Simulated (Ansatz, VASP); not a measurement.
## WS2 in two plane-wave programs

One calculation is typed for both programs; each brings its own data sets. How far apart do they land? The structure shown is the end of the Ansatz relaxation below.

Method: plane waves, with VASP 6.6.1 beside it; single point at PBE with D3(BJ), in Ansatz 0.2.0.

### 1. The starting structure

The cell holds 6 atoms: 2 W and 4 S. Its edges and angles: a = 3.157 Å, b = 3.157 Å, c = 24.304 Å, α = 90.0°, β = 90.0°, γ = 120.0°. Vacuum lies along c.

### 2. Ansatz: relaxation, PBE with D3(BJ)

Ansatz runs on its PAW soft_1 files.

This run makes the geometry at which the two programs are then compared.

input.yaml reads:

```yaml
crystal:
  lattice:
    - [3.1532, 0.0, 0.0]
    - [-1.5766, 2.7307513, 0.0]
    - [0.0, 0.0, 24.303865]
  atoms:
    - { symbol: W, position: [0.66666667, 0.33333333, 0.37324033] }
    - { symbol: W, position: [0.33333333, 0.66666667, 0.62675967] }
    - { symbol: S, position: [0.33333333, 0.66666667, 0.30859289] }
    - { symbol: S, position: [0.33333333, 0.66666667, 0.43788776] }
    - { symbol: S, position: [0.66666667, 0.33333333, 0.56211224] }
    - { symbol: S, position: [0.66666667, 0.33333333, 0.69140711] }
kpoints:
  mp_grid: { grid: [12, 12, 2] }
scf:
  occupations: { method: fermi_dirac, width: 0.02 }
hamiltonian:
  xc: pbe
  pseudopotentials: { kind: paw, azcp: { folder: soft_1 } }
  dispersion: d3bj
basis:
  ecutwfc: 600
output:
  forces: true
  stress: true
relax:
  f_tol: 0.005
  max_steps: 70
  cell: { stress_tol: 0.02, p_target: 0, fix: [c, alpha, beta, gamma] }
```

On the command line:

```bash
> ansatz run input.yaml --threads 4 --pin off --max-ram 10240MiB --backend cpu --events-out ev --progress --plain --runs-dir out
```

Numbers of over 12 decimals in the logs are rounded to 6 here.

Log:

```text
Warning: crystal.symmetry: narrowed to the stabiliser of the fixed cell quantities (relax.cell.fix) — unitary ops 12 → 4. The narrowing is safe, since a smaller group never makes results wrong: the run goes on under it, on as many k-points as the starting group would need, or more. Excluded: 8 operations that would move a fixed cell quantity at a test strain (relax.cell.fix fixes c, alpha, beta, gamma). The cell can leave their symmetry as it relaxes.
Engine: ansatz 0.2.0, x86_64-unknown-linux-gnu
Pseudopotentials: kind: paw
Pseudopotential: W, paw, valence charge 14, recommended cutoff 420 eV (normal), soft_1/W.paw.azcp
Pseudopotential: S, paw, valence charge 6, recommended cutoff 420 eV (normal), soft_1/S.paw.azcp
Functional definition: PBE
  parameter kappa = 0.804
  parameter beta = 0.066725
  exchange = pbe_x(kappa = kappa, mu = beta*pi^2/3)
  correlation = pbe_c(beta = beta)
Crystal: 6 atoms, lattice volume = 209.271 Å³
Basis set: ecut = 600 eV, 7021 PW (Γ), exchange–correlation on 54×54×400 points (8 copies of the dense FFT grid, shifted against one another)
Bands: 32, of which v1, the nominal top of the filled ones, is band 26 counted from 1 (25 counted from 0)
Symmetry: 4 space group operations
k-points: 86 of 288
Non-local potential: W, projectors of the file, l = 0: 3, l = 1: 2, l = 2: 2, l = 3: 1
Non-local potential: S, projectors of the file, l = 0: 2, l = 1: 2, l = 2: 1
PAW form: soft (Blöchl's): semilocal exchange-correlation on the pseudo side does not see the compensation charge
PAW one-centre angular grid: W, 590 points (default); XC on 64 Gauss nodes
PAW one-centre angular grid: S, 110 points (default); XC on 64 Gauss nodes
Initial density: superposition of atomic densities (neutral atoms: chi_scale 0, normalization atom)
Initial wavefunctions: pseudopotential atomic-orbital guess
Functional: x = pbe(κ = 0.804, μ = 0.219515), c = pbe(β = 0.066725)
SCF iter   1: F=—  HF=-24388.021257 eV  |F-HF|=—  |Δ(HF+E_count)|=         —  Δρ=3.37e-2  dr2=2.67e0  ethr=3.10e-3  ⟨swp⟩=10.7  Hψ=17093  notcnv=0
preconditioner: auto → none  [insulator: Δε(μ)=1.414 eV  Ē_g=8.770 eV  σ=0.020 eV  W_gap=1.00  n_scr=16 (ndim 8)  ℏωp=15.4 eV  f_vac=0.476  D(μ)=0.00/eV (n_scr^D=0)  ε∞_Penn≈4.1]
SCF iter   2: F=—  HF=-24387.281823 eV  |F-HF|=—  |Δ(HF+E_count)|=   7.39e-1  Δρ=1.45e-2  dr2=4.70e-1  ethr=3.10e-3  ⟨swp⟩=4.0  Hψ=7712  notcnv=0  defer=114
SCF iter   3: F=—  HF=-24387.338755 eV  |F-HF|=—  |Δ(HF+E_count)|=   5.69e-2  Δρ=1.19e-2  dr2=8.74e-1  ethr=9.04e-4  ⟨swp⟩=4.2  Hψ=6013  notcnv=0  defer=122
SCF iter   4: F=—  HF=-24387.217035 eV  |F-HF|=—  |Δ(HF+E_count)|=   1.22e-1  Δρ=5.60e-3  dr2=1.28e-1  ethr=9.04e-4  ⟨swp⟩=3.6  Hψ=5220  notcnv=0  defer=114
SCF iter   5: F=—  HF=-24387.253705 eV  |F-HF|=—  |Δ(HF+E_count)|=   3.67e-2  Δρ=4.89e-3  dr2=5.09e-1  ethr=2.46e-4  ⟨swp⟩=5.4  Hψ=5977  notcnv=0  defer=128  recentre
SCF iter   6: F=—  HF=-24387.204537 eV  |F-HF|=—  |Δ(HF+E_count)|=   4.92e-2  Δρ=1.26e-3  dr2=4.79e-3  ethr=2.46e-4  ⟨swp⟩=4.1  Hψ=5019  notcnv=0  defer=122
SCF iter   7: F=—  HF=-24387.204143 eV  |F-HF|=—  |Δ(HF+E_count)|=   3.94e-4  Δρ=2.20e-4  dr2=1.35e-4  ethr=9.21e-6  ⟨swp⟩=2.3  Hψ=4821  notcnv=0  defer=114
SCF iter   8: F=—  HF=-24387.204133 eV  |F-HF|=—  |Δ(HF+E_count)|=   1.01e-5  Δρ=8.15e-5  dr2=1.51e-5  ethr=2.60e-7  ⟨swp⟩=2.6  Hψ=5488  notcnv=0  defer=114
SCF iter   9: F=—  HF=-24387.204070 eV  |F-HF|=—  |Δ(HF+E_count)|=   6.25e-5  Δρ=1.74e-5  dr2=9.38e-7  ethr=2.91e-8  ⟨swp⟩=2.7  Hψ=4908  notcnv=0  defer=114
SCF iter  10: F=-24387.204070 eV  HF=-24387.204070 eV  |F-HF|=1.72e-9  |Δ(HF+E_count)|=   1.23e-8  Δρ=4.06e-6  dr2=2.30e-8  ethr=1.92e-10  ⟨swp⟩=4.5  Hψ=13764  notcnv=0
SCF 1 converged in 10 iterations: F = -24387.204070 eV  dr2 = 2.30e-8
  greatest PAW one-centre occupation: 0.999 electrons in one spin orbital (limit 2), on the W atom at site 1 (counted from 0), in its partial waves of l = 0
relax step   1: F+E_penalty+E_count = -24387.20407041 eV  Δ(F+E_penalty+E_count) = +0.000e0 eV  max|allowed force component| = 1.335e-1 eV/Å  Δτ_max = 0.0000 Å  P = +0.390 GPa  Ω = 209.271 Å³  fix = [c, alpha, beta, gamma]  reactions: c +0.424 GPa; alpha +0.000, beta -0.000, gamma +0.000 GPa/rad  (10 SCF iters, dr2 threshold 1.00e-7 eV, accepted)
[...]
relax step   4: F+E_penalty+E_count = -24387.20743295 eV  Δ(F+E_penalty+E_count) = -2.277e-4 eV  max|allowed force component| = 9.217e-3 eV/Å  Δτ_max = 0.0109 Å  P = -0.039 GPa  Ω = 209.779 Å³  energy of the carried Pulay correction = -6.710e-6 eV  fix = [c, alpha, beta, gamma]  reactions: c -0.067 GPa; alpha +0.000, beta -0.000, gamma +0.000 GPa/rad  (8 SCF iters, dr2 threshold 1.21e-8 eV, accepted)
[...]
relax step   5: F+E_penalty+E_count = -24387.20740322 eV  Δ(F+E_penalty+E_count) = +2.973e-5 eV  max|allowed force component| = 2.258e-2 eV/Å  Δτ_max = 0.0055 Å  P = +0.053 GPa  Ω = 209.765 Å³  energy of the carried Pulay correction = -6.528e-6 eV  fix = [c, alpha, beta, gamma]  (7 SCF iters, dr2 threshold 5.31e-9 eV, rejected (line search))
[...]
relax step   6: F+E_penalty+E_count = -24387.20745136 eV  Δ(F+E_penalty+E_count) = -1.841e-5 eV  max|allowed force component| = 5.943e-4 eV/Å  Δτ_max = 0.0028 Å  P = -0.007 GPa  Ω = 209.753 Å³  energy of the carried Pulay correction = -6.365e-6 eV  fix = [c, alpha, beta, gamma]  reactions: c -0.019 GPa; alpha -0.000, beta +0.000, gamma -0.000 GPa/rad  (9 SCF iters, accepted)
[...]
relax step   7: F+E_penalty+E_count = -24387.20745715 eV  Δ(F+E_penalty+E_count) = -5.783e-6 eV  max|allowed force component| = 5.960e-4 eV/Å  Δτ_max = 0.0000 Å  P = -0.007 GPa  Ω = 209.753 Å³  fix = [c, alpha, beta, gamma]  reactions: c -0.019 GPa; alpha -0.000, beta +0.000, gamma -0.000 GPa/rad  stress off target by 9.35e-4 GPa on what of the cell is left free  SCF on the basis re-selected at this cell (its energy is not comparable with the rows above)  (7 SCF iters)
basis re-selected at this cell: Δ(F+E_penalty+E_count) = -5.783e-6 eV, ΔP = -0.000 GPa vs the last step (what re-selecting the basis moved, of the pressure what is left beyond the Pulay correction that the steps carried, after the strain that the cell walked since its last selection, with what the two solves' SCF thresholds leave and, on support functions, any second-order correction that the steps lacked; it is no m [...]
SCF converged after 7 iterations
Free energy (F): -24387.207457 eV
Harris-Foulkes:  -24387.207457 eV  (|F-HF|=2.88e-9)
Internal energy: -24387.207457 eV  (E = F + TS)
E sigma→0 (E₀):  -24387.207457 eV
Fermi energy:    3.881851 eV
--- Per-component energies (eV) ---
  E_band       = -803.438903
  E_kinetic    = 1269.359756
  E_local      = -35962.811449  (includes V_loc(G=0)·N_el)
  E_nonlocal   = 87.667836
  E_hartree    = 17480.111534
  E_xc         = -892.245966
  E_vxc        = -795.347447  (∫ρ·V_xc dr)
  E_paw        = -19589.405566  (= ΣΔE_a)
  E_vpaw       = -362.530813  (= ΣTr[D̂ρ^β])
  E_aug_tail   = 0.000063  (compensation charges beyond the density's cutoff)
  E_ewald      = 13222.335823
  E_disp       = -2.219488  (pairwise vdW)
  E_smearing   = -0.000000  (= −TS)
  E_closure    = 0.000000  (closes the sum)
  Σ components = -24387.207457   (vs F -24387.207457, Δ=0.00e0)
--- Forces (eV/Å), atoms counted from 1 ---
  atom   1  W     -0.00000002     0.00000001     0.00029949
  atom   2  W      0.00000002    -0.00000001    -0.00029949
  atom   3  S      0.00000002    -0.00000001     0.00059603
  atom   4  S      0.00000000    -0.00000000     0.00001233
  atom   5  S     -0.00000000     0.00000000    -0.00001233
  atom   6  S     -0.00000002     0.00000001    -0.00059603
  max |Σ_I F_I| component: 0.00e0 eV/Å
--- Stress (GPa, compression-positive) ---
       -0.000935       0.000000      -0.000000
        0.000000      -0.000935       0.000000
       -0.000000       0.000000      -0.019352
  P = ⅓ Tr σ = -0.0071 GPa (-0.071 kbar)
--- Relaxed structure (6 steps of the walk, 4 accepted, 1 SCFs on fresh bases) ---
  F+E_penalty+E_count = -24387.20745715 eV   max|allowed force component| = 5.960e-4 eV/Å   (the final SCF, on the basis selected at the relaxed cell)
  cell:  # Å, volume = 209.7528 Å³
    - [3.156828, 0, 0]
    - [-1.578414, 2.733893, 0]
    - [0, 0, 24.303865]
  atoms:
    - { symbol: W, position: [0.666667, 0.333333, 0.374793] }
    - { symbol: W, position: [0.333333, 0.666667, 0.625207] }
    - { symbol: S, position: [0.333333, 0.666667, 0.309926] }
    - { symbol: S, position: [0.333333, 0.666667, 0.439583] }
    - { symbol: S, position: [0.666667, 0.333333, 0.560417] }
    - { symbol: S, position: [0.666667, 0.333333, 0.690074] }
```

Reading the cycles: dr2 is the Hartree energy of the density residual (eV), the measure of convergence; HF is the Harris–Foulkes estimate of the energy, which meets the free energy F at convergence.

### 3. VASP: single point, PBE with D3(BJ), pair 1

The same cell, functional, mesh and smearing now go to VASP, with its own data sets.

Lines of VASP's logs that name or quote its potential files are left out, and so is its time.

INCAR reads:

```
SYSTEM = WS2
PREC = Accurate
ENCUT = 600
EDIFF = 1E-06
NELM = 120
ISMEAR = -1
SIGMA = 0.02
LREAL = .FALSE.
ALGO = Normal
GGA = PE
IVDW = 12
NBANDS = 24
LASPH = .TRUE.
LORBIT = 11
LWAVE = .FALSE.
LCHARG = .FALSE.
ISIF = 2
GGA_COMPAT = .FALSE.
EFERMI = MIDGAP
KPAR = 2
```

POSCAR reads:

```
WS2
1.0
    3.1568281269      0.0000000000      0.0000000000
   -1.5784140634      2.7338933533      0.0000000000
    0.0000000000      0.0000000000     24.3038650000
W S
2 4
Direct
    0.6666666640      0.3333333360      0.3747925691
    0.3333333360      0.6666666640      0.6252074309
    0.3333333302      0.6666666698      0.3099261851
    0.3333333307      0.6666666693      0.4395831514
    0.6666666693      0.3333333307      0.5604168486
    0.6666666698      0.3333333302      0.6900738149
```

KPOINTS reads:

```
Automatic mesh
0
Gamma
12 12 2
0 0 0
```

Potentials, in the order of the species: W and S (PBE family, release 64).

On the command line:

```bash
> mpirun -np 2 vasp_std
```

Log:

```text
[banner, memory and clock lines left out]
running    2 mpi-ranks, on    1 nodes
 distrk:  each k-point on    1 cores,    2 groups
 distr:  one band on    1 cores,    1 groups

 POSCAR found type information on POSCAR W S
 POSCAR found :  2 types and       6 ions
 LDA part: xc-table for (Slater+PW92), standard interpolation
 POSCAR, INCAR and KPOINTS ok, starting setup
 FFT: planning ... GRIDC
 FFT: planning ... GRID_SOFT
 FFT: planning ... GRID
 WAVECAR not read
 entering main loop
       N       E                     dE             d eps       ncg     rms          rms(c)
DAV:   1     0.269681265335E+03    0.26968E+03   -0.15554E+04  1824   0.137E+03
DAV:   2    -0.214280299469E+02   -0.29111E+03   -0.28170E+03  2792   0.269E+02
DAV:   3    -0.494208247907E+02   -0.27993E+02   -0.27763E+02  2376   0.868E+01
DAV:   4    -0.502064711346E+02   -0.78565E+00   -0.78279E+00  2608   0.164E+01
DAV:   5    -0.502295092756E+02   -0.23038E-01   -0.23022E-01  2448   0.267E+00    0.395E+01
DAV:   6    -0.478045601755E+02    0.24249E+01   -0.11260E+01  2688   0.168E+01    0.179E+01
DAV:   7    -0.475241387633E+02    0.28042E+00   -0.36768E+00  2488   0.109E+01    0.876E+00
DAV:   8    -0.473815579503E+02    0.14258E+00   -0.49182E-01  2576   0.452E+00    0.132E+00
DAV:   9    -0.473759692245E+02    0.55887E-02   -0.80923E-02  2592   0.153E+00    0.531E-01
DAV:  10    -0.473736252943E+02    0.23439E-02   -0.17287E-02  2592   0.776E-01    0.407E-01
DAV:  11    -0.473734401414E+02    0.18515E-03   -0.24576E-03  2568   0.306E-01    0.115E-01
DAV:  12    -0.473732717545E+02    0.16839E-03   -0.61059E-04  2488   0.146E-01    0.823E-02
DAV:  13    -0.473732650371E+02    0.67174E-05   -0.63888E-05  2528   0.427E-02    0.404E-02
DAV:  14    -0.473733291325E+02   -0.64095E-04   -0.92282E-05  2248   0.412E-02    0.234E-02
DAV:  15    -0.473733412650E+02   -0.12132E-04   -0.81956E-06  2696   0.166E-02    0.229E-02
DAV:  16    -0.473733854874E+02   -0.44222E-04   -0.57573E-06  2208   0.122E-02    0.115E-02
DAV:  17    -0.473734106347E+02   -0.25147E-04   -0.22469E-05  2136   0.145E-02    0.166E-02
DAV:  18    -0.473734123426E+02   -0.17078E-05   -0.72659E-07  1800   0.371E-03    0.102E-02
DAV:  19    -0.473734397240E+02   -0.27381E-04   -0.27317E-06  1720   0.582E-03    0.369E-03
DAV:  20    -0.473734482349E+02   -0.85110E-05   -0.28158E-07  1416   0.277E-03    0.694E-03
DAV:  21    -0.473734601941E+02   -0.11959E-04   -0.65442E-07  1632   0.256E-03    0.369E-03
DAV:  22    -0.473734671188E+02   -0.69248E-05   -0.36633E-07  1480   0.203E-03    0.108E-03
DAV:  23    -0.473734676059E+02   -0.48709E-06   -0.34398E-08  1176   0.110E-03
   1 F= -.49592633E+02 E0= -.49592633E+02  d E =-.819805E-16
```

Parts of OUTCAR (step 3):

```text
ion  position               nearest neighbor table
   1  0.667  0.333  0.375-   4 2.41   4 2.41   4 2.41   3 2.41   3 2.41   3 2.41
   2  0.333  0.667  0.625-   5 2.41   5 2.41   5 2.41   6 2.41   6 2.41   6 2.41
   3  0.333  0.667  0.310-   1 2.41   1 2.41   1 2.41
   4  0.333  0.667  0.440-   1 2.41   1 2.41   1 2.41
   5  0.667  0.333  0.560-   2 2.41   2 2.41   2 2.41
   6  0.667  0.333  0.690-   2 2.41   2 2.41   2 2.41

  LATTYP: Found a hexagonal cell.
 ALAT       =     3.1568281269
 C/A-ratio  =     7.6988242701

 Subroutine GETGRP returns: Found 12 space group operations
 (whereof 12 operations were pure point group operations)

The static configuration has the point symmetry D_3d.

 Found     38 irreducible k-points:

   k-points           NKPTS =     38   k-points in BZ     NKDIM =     38   number of bands    NBANDS=     24

   dimension x,y,z NGX =    28 NGY =   28 NGZ =  196
   dimension x,y,z NGXF=    56 NGYF=   56 NGZF=  392

   ENCUT  =  600.0 eV  44.10 Ry    6.64 a.u.   6.30  6.30 48.54*2*pi/ulx,y,z

   NELECT =      36.0000    total number of electrons

 k-points in reciprocal lattice and weights: Automatic mesh
   0.00000000  0.00000000  0.00000000       0.003
   0.08333333  0.00000000  0.00000000       0.021
   0.16666667 -0.00000000  0.00000000       0.021
   0.25000000  0.00000000  0.00000000       0.021
   0.33333333 -0.00000000  0.00000000       0.021
   0.41666667  0.00000000  0.00000000       0.021
   0.50000000  0.00000000  0.00000000       0.010
   0.08333333  0.08333333  0.00000000       0.021
   0.16666667  0.08333333  0.00000000       0.042
[...]
0.33333333  0.25000000  0.50000000       0.042
   0.33333333  0.33333333  0.50000000       0.007

 average (electrostatic) potential at core
       1 -45.5653       2 -45.5653       3 -91.3393       4 -91.3590       5 -91.3590
       6 -91.3393

 E-fermi :   1.2125

 k-point     1 :       0.0000    0.0000    0.0000
  band No.  band energies     occupation
    ...
     14      -1.4494      2.00000
     15      -1.4166      2.00000
     16      -1.4166      2.00000
     17      -0.2132      2.00000
     18       0.5254      2.00000
     19       3.0504      0.00000
     20       3.0507      0.00000
     21       3.0703      0.00000
     22       3.0725      0.00000
     23       3.1517      0.00000
    ...

 k-point     2 :       0.0833    0.0000    0.0000
  band No.  band energies     occupation
    ...
     14      -1.6007      2.00000
     15      -1.3777      2.00000
     16      -1.0757      2.00000
     17      -0.2320      2.00000
     18       0.3597      2.00000
     19       2.9168      0.00000
     20       2.9497      0.00000
     21       2.9651      0.00000
     22       3.0184      0.00000
     23       3.0253      0.00000
    ...

 k-point     3 :       0.1667   -0.0000    0.0000
  band No.  band energies     occupation
    ...
     14      -2.0294      2.00000
     15      -1.4679      2.00000
     16      -1.0742      2.00000
     17      -0.3890      2.00000
     18      -0.1501      2.00000
     19       2.3970      0.00000
     20       2.6871      0.00000
     21       2.7896      0.00000
     22       2.9311      0.00000
     23       2.9469      0.00000
    ...

 Edisp (eV)   -2.21916

  Total      -0.46119    -0.46119    -0.40560    -0.00000    -0.00000     0.00000
  in kB      -3.52272    -3.52272    -3.09817    -0.00000    -0.00000     0.00000
  external pressure =       -3.38 kB  Pullay stress =        0.00 kB

  energy-cutoff  :      600.00
  volume of cell :      209.75
      direct lattice vectors                 reciprocal lattice vectors
     3.156828127  0.000000000  0.000000000     0.316773660  0.182889358  0.000000000
    -1.578414063  2.733893353  0.000000000     0.000000000  0.365778716  0.000000000
     0.000000000  0.000000000 24.303865000     0.000000000  0.000000000  0.041145719

 POSITION                                       TOTAL-FORCE (eV/Angst)
 -----------------------------------------------------------------------------------
      1.57841      0.91130      9.10891        -0.000000      0.000000     -0.000339
      0.00000      1.82260     15.19496         0.000000     -0.000000      0.000339
     -0.00000      1.82260      7.53240         0.000000     -0.000000      0.058829
     -0.00000      1.82260     10.68357         0.000000      0.000000     -0.057285
      1.57841      0.91130     13.62030        -0.000000     -0.000000      0.057285
      1.57841      0.91130     16.77146        -0.000000      0.000000     -0.058829
 -----------------------------------------------------------------------------------
    total drift:                               -0.000000     -0.000000     -0.000000

  FREE ENERGIE OF THE ION-ELECTRON SYSTEM (eV)
  ---------------------------------------------------
  free  energy   TOTEN  =       -49.5926325280 eV

  energy  without entropy=      -49.5926325280  energy(sigma->0) =      -49.59263253

 total charge
# of ion       s       p       d       tot
------------------------------------------
    1        0.567   0.716   4.249   5.532
    2        0.567   0.716   4.249   5.532
    3        1.359   2.362   0.000   3.721
    4        1.361   2.362   0.000   3.722
    5        1.361   2.362   0.000   3.722
    6        1.359   2.362   0.000   3.721
--------------------------------------------------
tot          6.573  10.878   8.498  25.949

[... 3 further parts left out ...]
```

This run has no spin polarisation, so a moment on W, if there is one, isn't seen. The data set W keeps the semicore shell frozen, which is cheaper and a little less accurate.

### 4. Differences

Known differences besides the potentials themselves: the data sets hold 52 valence electrons in Ansatz (on its PAW soft_1 files) and 36 in VASP; Ansatz's pressure holds a Pulay correction, VASP's none. Total energies have different zeros and are not compared.

Both answers:

| quantity | Ansatz | VASP | difference |
| --- | --- | --- | --- |
| pressure (GPa) | -0.01 | -0.34 | +0.33 |
| gap on the k mesh (eV) | 1.357 | 1.374 | -0.017 |

Forces (eV/Å; atoms numbered as in POSCAR):

```
atom        Ansatz x, y, z          VASP x, y, z
  W1   0.000, 0.000, 0.000   0.000, 0.000, 0.000
  W2   0.000, 0.000, 0.000   0.000, 0.000, 0.000
  S3   0.000, 0.000, 0.001   0.000, 0.000, 0.059
  S4   0.000, 0.000, 0.000  0.000, 0.000, -0.057
  S5   0.000, 0.000, 0.000   0.000, 0.000, 0.057
  S6  0.000, 0.000, -0.001  0.000, 0.000, -0.059
```

The forces differ by 27 meV/Å r.m.s., where the r.m.s. force is 0.000 eV/Å in Ansatz and 0.027 eV/Å in VASP: the atoms lie near their places of rest in Ansatz, so a percentage would say little (all taken over all components). A gap on the mesh is an upper bound, since the band edges may lie between its points; neither run holds spin-orbit coupling, which can move the band edges of a compound of W. With vacuum in the cell, a pressure given here is an average over mostly empty space and none of the material.

### 5. Other set-ups

Further runs change the set-up of one program: Ansatz's method, potentials or start, or VASP's data sets, cutoff or form of LDA. The table gives Ansatz less VASP for each quantity, since a change that brings one quantity closer may part another.

| run | r.m.s. force difference (meV/Å) | pressure (GPa) | gap on the k mesh (eV) |
| --- | --- | --- | --- |
| as above | 27 | 0.33 | -0.017 |
| VASP with the data sets W_sv and S and a cutoff of 500 eV | 1.8 | 0.022 | -0.013 |

(Part 1 of 2 ends here.)

[Lines on the potential files, build, host, timing and source positions are cut from VASP's logs without a mark.]

[Logs are printed without paths, hosts, clocks, repeated set-up lines and the standing remarks that a program may print on its own settings, such as how far it seeks lower states.]

[Hosts, paths, dates, database ids (printed as entryN), source tags and the programs' standing remarks are cut or masked in the printed files.]
